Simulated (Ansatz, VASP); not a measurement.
# AlGaN2 in VASP and in Ansatz

File INCAR:

```
SYSTEM = AlGaN2
PREC = Accurate ; ENCUT = 520
EDIFF = 1E-6 ; ISMEAR = 0
SIGMA = 0.05 ; LREAL = .FALSE.
LASPH = .TRUE. ; NELM = 80
ALGO = Normal ; ISIF = 2
LWAVE = .FALSE. ; LCHARG = .TRUE.
LELF = .TRUE. ; LVHAR = .TRUE.
NBANDS = 21
```

KPOINTS

```
Automatic mesh
0
G
  8 8 6
  0 0 0
```

File POSCAR:

```
AlGaN2
1.0
    3.1931686309      0.0000000000      0.0000000000
    0.0000000000      3.1931686309      0.0000000000
    0.0000000000      0.0000000000      4.2747219141
Al Ga N
1 1 2
Direct
    0.5000000000      0.5000000000      0.5000000000
    0.0000000000      0.0000000000      0.0000000000
    0.5000000000      0.0000000000      0.7400513246
    0.0000000000      0.5000000000      0.2599486754
```

Input for Ansatz:

```yaml
crystal:
  lattice:
    - [3.1931686309, 0.0, 0.0]
    - [0.0, 3.1931686309, 0.0]
    - [0.0, 0.0, 4.2747219141]
  atoms:
    - { symbol: Al, position: [0.5, 0.5, 0.5] }
    - { symbol: Ga, position: [0.0, 0.0, 0.0] }
    - { symbol: "N", position: [0.5, 0.0, 0.7400513246] }
    - { symbol: "N", position: [0.0, 0.5, 0.2599486754] }
basis:
  ecutwfc: 420
kpoints:
  mp_grid: { grid: [8, 8, 6] }
hamiltonian:
  xc: lda
scf:
  occupations: { method: gaussian, width: 0.05 }
output:
  forces: true
  stress: true
  eigenvalues: true
```

Change from the starting cell: strain +0.025 along x and y, -0.025 along z, atoms carried along.

Alike in both runs: task single point; functional LDA; k mesh 8 × 8 × 6; occupations gaussian, width 0.05 eV; no spin polarisation.

|  | VASP | Ansatz |
| --- | --- | --- |
| version | VASP 6.6.1 | Ansatz 0.2.0 |
| potentials or method | VASP PAW LDA potentials, release 64 (Al, Ga_d, N) | scalar-relativistic, plane waves, PAW |
| plane-wave cutoff (eV) | 520 | 420 |
| valence electrons in the cell | 26 | 26 |

|  | VASP | Ansatz | Ansatz less VASP |
| --- | --- | --- | --- |
| gap on the k mesh at the Fermi level (eV) | 2.94 | 2.93 | -0.011 |
| least direct gap on the mesh (eV) | 2.94 | 2.93 | -0.011 |
| pressure (GPa) | -4.2 | -5.0 | -0.79 |
| largest component of the traceless stress (GPa) | 3.95 | 3.98 | +0.030 |
| rms of the force components (eV/Å) | 0.043 | 0.031 | -0.0115 |

Atom by atom the forces differ by 0.012 eV/Å (rms over components).

A k mesh can miss the band edges.
